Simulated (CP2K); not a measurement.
## Tc: band structure with BEEF-vdW

Tc:

```
Tc
1.0
     2.74000    0.00000    0.00000
    -1.37000    2.37291    0.00000
     0.00000    0.00000    4.39800
Tc
2
Cartesian
  1.3700 0.7910 3.2985
  0.0000 1.5819 1.0995
```

```
Program                                  : CP2K 2026.2
Task                                     : band structure
Functional                               : BEEF-vdW
Potentials or basis                      : POTENTIAL_UZH Tc GTH-PBE-q15; TZVP-MOLOPT-PBE-GTH basis
Density cutoff                           : 9184 eV
k mesh                                   : 11 × 11 × 6
Occupations                              : fermi-dirac, width 0.05 eV
Spin                                     : no spin polarisation
SCF solver                               : diagonalisation with k points
Quickstep method                         : GPW
EPS_DEFAULT                              : 1.0E-9
EPS_SCF                                  : 1.0E-6
MAX_SCF                                  : 100
SCF_GUESS                                : ATOMIC
k points reduced by the point group      : yes
Mesh centred on Gamma                    : yes
CHOLESKY                                 : OFF
EPS_EIGVAL                               : 1.0E-7
MIXING METHOD                            : BROYDEN_MIXING
MIXING ALPHA                             : 0.4
NBUFFER                                  : 8
NGRIDS                                   : 5
Basis sets                               : Tc TZVP-MOLOPT-PBE-GTH-q15
Potentials                               : Tc GTH-PBE-q15 of POTENTIAL_UZH
ADDED_MOS                                : [16]
Points a segment of the path (NPOINTS)   : 6
Bands added on the path                  : 2
REL_CUTOFF (Ry)                          : 60 Ry
MIXING BETA (1/bohr)                     : 1.5 1/bohr
CUTOFF of the grids                      : 675 Ry
Cutoff of the non-local correlation (Ry) : 300
```

```json
{
  "Pressure": "9.1 GPa",
  "Largest force": "0.005 eV/Å",
  "Band gap on the k mesh": "none (metal or under the smearing width)"
}
```

Forces in eV/Å, atoms in the order of the input:
```
Tc   0.000  0.000 -0.005
Tc   0.000  0.000  0.005
```

Stress tensor (GPa, compression positive):
```
9.33 0.00 0.00
0.00 9.33 0.00
0.00 0.00 8.72
```

Levels at the corners of the path, in eV from the Fermi level:
```tsv
point	band 12	band 13	band 14	band 15	band 16	band 17	band 18	band 19
Γ	-1.57	-1.52	-0.86	-0.86	-0.14	-0.14	1.90	2.52
M	-1.92	-1.14	-0.82	-0.50	2.92	3.30	3.34	5.40
K	-2.86	-1.89	-1.89	-0.04	2.28	2.28	2.69	8.17
Γ	-1.57	-1.52	-0.86	-0.86	-0.14	-0.14	1.90	2.52
A	-1.85	-1.71	-1.71	-1.71	-1.71	1.85	1.85	1.85
L	-3.72	0.12	0.12	1.52	1.52	3.17	3.17	4.50
H	-3.27	-1.74	-1.74	-0.12	-0.12	2.59	2.59	9.60
A	-1.85	-1.71	-1.71	-1.71	-1.71	1.85	1.85	1.85
L	-3.72	0.12	0.12	1.52	1.52	3.17	3.17	4.50
M	-1.92	-1.14	-0.82	-0.50	2.92	3.30	3.34	5.40
K	-2.86	-1.89	-1.89	-0.04	2.28	2.28	2.69	8.17
H	-3.27	-1.74	-1.74	-0.12	-0.12	2.59	2.59	9.60
```

It took 99 s on 1 thread of Arm Neoverse V2 (shared host), peak memory 0.44 GiB.

Caveat: the potentials were made for another functional, which shifts forces and pressure; the basis of atomic orbitals isn't converged, which shifts pressures, moduli and gaps.
